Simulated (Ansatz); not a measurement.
# ZnS: the cost of one run

Method: DFT PBE, scalar-relativistic, in Ansatz 0.2.0.

**1. The structure to begin with**

Symmetry: F-43m, No. 216, cubic system. The conventional cell has a = 5.409 Å, b = 5.409 Å, c = 5.409 Å, α = 90.00°, β = 90.00°, γ = 90.00°. Zn (site symmetry -43m) has 4 S at 2.34 Å as nearest neighbours. S (site symmetry -43m) is surrounded by 4 Zn at 2.34 Å.

As a file:

```
Zn S
1.0
     0.00000    2.70465    2.70465
     2.70465    0.00000    2.70465
     2.70465    2.70465    0.00000
Zn S
1 1
Cartesian
  0.0000 0.0000 0.0000
  4.0570 4.0570 4.0570
```

Structure: COD 9000107, as refined from experiment and not relaxed.

Atoms are numbered in the order of the input: Zn1, S2.

**2. Volume × 0.94, LAPW**

input.yaml reads:

```yaml
crystal:
  lattice:
    - [0.0, 2.6494375689, 2.6494375689]
    - [2.6494375689, 0.0, 2.6494375689]
    - [2.6494375689, 2.6494375689, 0.0]
  atoms:
    - { symbol: Zn, position: [0.0, 0.0, 0.0] }
    - { symbol: S, position: [0.75, 0.75, 0.75] }
kpoints:
  mp_grid: { grid: [8, 8, 8] }
  band_path:
    path:
      - [0.0, 0.0, 0.0]
      - [-0.5, -0.5, 0.0]
      - [-0.375, -0.375, 0.25]
      - [-0.375, 0.0, 0.375]
      - [0.0, 0.0, 0.0]
      - [0.0, 0.0, 0.5]
      - [-0.5, -0.25, 0.25]
      - [-0.5, -0.5, 0.0]
    npoints: 5
scf:
  occupations: { method: fermi_dirac, width: 0.01 }
hamiltonian:
  xc: pbe
  pseudopotentials: { kind: all_electron, lapw: { basis_error: 0.00025 } }
output:
  forces: true
  stress: true
  eigenvalues: true
```

The run is started by

```
ansatz run input.yaml --threads 1 --pin off --max-ram 3072MiB --backend cpu --events-out ev --progress --plain --runs-dir out
```

Q: Estimate wall time and peak memory on 1 thread of Arm Neoverse V2, shared host.

About 15 s, with a peak of 0.29 GiB.
